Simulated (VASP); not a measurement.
Ge: single point with LDA

The system is Ge.

```
Ge
1.0
     0.00000    2.89269    2.89269
     2.89269    0.00000    2.89269
     2.89269    2.89269    0.00000
Ge
2
Cartesian
  0.0000 0.0000 0.0000
  1.4463 1.4463 1.4463
```

The cell isn't the ideal one: a relaxed cell with its volume scaled by 1.09.

```json
{"Program": "VASP 6.6.1", "Task": "single point", "Functional": "LDA", "Potentials or basis": "VASP PAW LDA potentials, release 64 (Ge_d)", "Cutoff": "350 eV", "k mesh": "6 × 6 × 6", "Occupations": "gaussian, width 0.02 eV", "Spin": "no spin polarisation"}
```

| Property | Result |
| --- | --- |
| Band gap on the k mesh | none (metal or under the smearing width) |

Levels at points of the mesh, in eV from the Fermi level:
```tsv
k point	band 11	band 12	band 13	band 14	band 15	band 16	band 17	band 18
(0.00, 0.00, 0.00)	-12.18	-0.60	0.13	0.13	0.13	2.62	2.62	2.62
(0.50, 0.00, 0.00)	-10.26	-7.22	-1.17	-1.17	0.00	3.80	3.80	7.04
(0.50, 0.50, 0.00)	-8.56	-8.56	-2.72	-2.72	0.87	0.87	8.99	8.99
```

It took 8 s on 1 thread of AMD EPYC 7R13 Processor (Zen 3), on a shared host, peak memory 0.1 GiB.
